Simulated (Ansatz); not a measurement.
Run this with the Python package of Ansatz (0.2.0) and show what comes out.

Script `run_bands.py`:
```python
import argparse
import warnings

import ansatz as az
import matplotlib.pyplot as plt
import numpy as np
from pymatgen.core import Lattice, Structure
from pymatgen.io.ase import AseAtomsAdaptor

parser = argparse.ArgumentParser(description='Bands of SiO2 along a path through the zone.')
parser.add_argument('--filling', required=True, help='how the bands are filled')
parser.add_argument('--cutoff-ev', type=float, default=450.0, help='plane-wave cutoff (eV)')
parser.add_argument('--kgrid', type=int, nargs=3, required=True, help='k-point sampling')
parser.add_argument('--n-empty', type=int, required=True, help='empty bands')
args = parser.parse_args()

warnings.simplefilter('ignore', az.DeckWarning)

pmg_structure = Structure(
    Lattice([(5.013, 0.0, 0.0), (-2.5065, 4.341385, 0.0), (0.0, 0.0, 5.47)]),
    ['Si', 'Si', 'Si', 'O', 'O', 'O', 'O', 'O', 'O'],
    [
        (0.5, 0.5, 1 / 3),
        (0.0, 0.5, 2 / 3),
        (0.5, 0.0, 0.0),
        (0.197, 0.803, 5 / 6),
        (0.394, 0.197, 1 / 6),
        (0.197, 0.394, 0.5),
        (0.803, 0.197, 5 / 6),
        (0.606, 0.803, 1 / 6),
        (0.803, 0.606, 0.5),
    ],
)
sio2 = az.Crystal.from_ase(AseAtomsAdaptor.get_atoms(pmg_structure))

path = [
    ('G', (0.0, 0.0, 0.0)),
    ('M', (0.5, 0.0, 0.0)),
    ('K', (0.33333, 0.33333, 0.0)),
    ('G', (0.0, 0.0, 0.0)),
    ('A', (0.0, 0.0, 0.5)),
    ('L', (0.5, 0.0, 0.5)),
    ('H', (0.33333, 0.33333, 0.5)),
    ('A', (0.0, 0.0, 0.5)),
]
model = (
    sio2.calculation()
    .occupations(args.filling)
    .basis(args.cutoff_ev)
    .kpoints(*args.kgrid)
    .functional(az.Functional.PBESOL)
    .band_structure([point for _, point in path], intervals=6)
    .scf(extra_bands=args.n_empty)
    .band_table()
)
done = model.run(threads=1, backend='cpu')
report = done.report

print(f'free energy      {report["free_energy_ev"]:.5f} eV')
print(f'per atom         {report["free_energy_ev"] / len(done.lattice.sites):.5f} eV')
print(f'SCF iterations   {report["n_iterations"]}  (converged: {report["converged"]})')

levels = np.array(report['eigenvalues_ev'])
filled = round(report['n_electrons'] / 2)
top, bottom = levels[:, filled - 1], levels[:, filled]
print('top of band', filled, 'at k =', report['kpoints_frac'][top.argmax()], f'{top.max():.4f} eV')
print('bottom of band', filled + 1, 'at k =', report['kpoints_frac'][bottom.argmin()], f'{bottom.min():.4f} eV')
print(f'gap by band count {bottom.min() - top.max():.3f} eV, least direct gap {(bottom - top).min():.3f} eV')

bands = done.band_structure()
fermi = bands.fermi_energy_ev
print(f'zero of the bands: {fermi:.3f} eV, the Fermi level found on the SCF mesh')
reciprocal = 2 * np.pi * np.linalg.inv(done.lattice.cell_ang).T
steps = np.linalg.norm(np.diff(bands.kpoints_frac @ reciprocal, axis=0), axis=1)
distance = np.concatenate([[0], np.cumsum(steps)])
fig, ax = plt.subplots(figsize=(5, 4))
for channel, colour in zip(bands.channels, ('C0', 'C3')):
    ax.plot(distance, channel.eigenvalues_ev - fermi, colour, lw=1)
ax.set_xticks(distance[::6], [label for label, _ in path])
ax.set(ylim=(-8, 8), ylabel='E - E_F (eV)', xlim=(0, distance[-1]))
ax.grid(axis='x')
fig.savefig('bands.png', dpi=100)
first = bands.channels[0].eigenvalues_ev - fermi
near = np.argsort(np.abs(first.mean(axis=0)))[:4]
for band in sorted(near):
    print(f'band {band + 1}: {first[:, band].min():.3f} to {first[:, band].max():.3f} eV')
```

Output of `python run_bands.py --filling Fixed --kgrid 6 6 4 --n-empty 10`:
```text
free energy      -5239.57713 eV
per atom         -582.17524 eV
SCF iterations   6  (converged: True)
top of band 24 at k = [0.0, 0.0, -0.5] 2.0399 eV
bottom of band 25 at k = [0.0, 0.0, 0.0] 7.5357 eV
gap by band count 5.496 eV, least direct gap 5.606 eV
zero of the bands: 2.040 eV, the Fermi level found on the SCF mesh
band 21: -1.369 to -0.863 eV
band 22: -0.929 to -0.332 eV
band 23: -0.685 to 0.000 eV
band 24: -0.636 to 0.000 eV
```

Caveats:
- Total energies depend on the potentials; only differences at equal settings carry meaning.
- Semilocal gaps usually lie well under measured ones.
- This is a high-temperature or high-pressure form, not the ambient phase.
- The structure is a deposited one; some such entries were measured under pressure or heat, so a shift against it needn't be the functional's error alone.
- Levels are Kohn-Sham eigenvalues on this mesh.
- Wall time of the script: 18 s on 1 thread of Intel(R) Xeon(R) Processor @ 2.30GHz (shared host), peak memory 0.63 GiB.
